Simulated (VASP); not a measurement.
Crystal: FeO (Wuestite).

```
CELL_PARAMETERS angstrom
0.00000 2.15540 2.15540
2.15540 0.00000 2.15540
2.15540 2.15540 0.00000
ATOMIC_POSITIONS crystal
Fe 0.00000 0.00000 0.00000
O 0.50000 0.50000 0.50000
```

| Item | Value |
| --- | --- |
| Program | VASP 6.6.1 |
| Task | single point |
| Functional | PBEsol |
| Potentials or basis | VASP PAW PBE potentials, release 64 (Fe, O) |
| Cutoff | 520 eV |
| k mesh | 11 × 11 × 11 |
| Occupations | fermi-dirac, width 0.05 eV |
| Spin | collinear spin, ferromagnetic start |
| Starting moments | [3.0, 0.0] μB |

On this cell: pressure -8.2 GPa; largest force zero by symmetry; net moment 4.00 μB per cell; site moments Fe +3.61; O +0.30 μB; band gap on the k mesh none (metal or under the smearing width).

The same run follows on a disturbed copy (atoms moved at random, drawn with an rms of 0.05 Å):

```xyz
2
Lattice="0.0000 2.1554 2.1554 2.1554 0.0000 2.1554 2.1554 2.1554 0.0000" Properties=species:S:1:pos:R:3 pbc="T T T"
Fe    0.0449    0.0680    0.0221
O     2.1631    2.1655    2.2137
```

What does the disturbed cell give?

The energy (extrapolated to zero smearing) moves by +3.7 meV/atom; pressure -7.7 GPa; largest force 0.193 eV/Å; net moment 4.00 μB per cell; site moments Fe +3.61; O +0.30 μB; band gap on the k mesh none (metal or under the smearing width).

Forces on the atoms (eV/Å):
```
Fe  -0.091 -0.145  0.088
O    0.091  0.145 -0.088
```

Stress tensor (GPa, compression positive):
```
-7.92 -0.14  0.09
-0.14 -7.38  0.14
 0.09  0.14 -7.94
```

Caveats: the PAW data sets were made with another functional, which shifts forces and pressure a little; a cell with one magnetic atom can't hold antiferromagnetic order, which such compounds often take; semilocal functionals often make such compounds metallic where correlation or magnetic order opens a gap, which also shifts bond lengths.
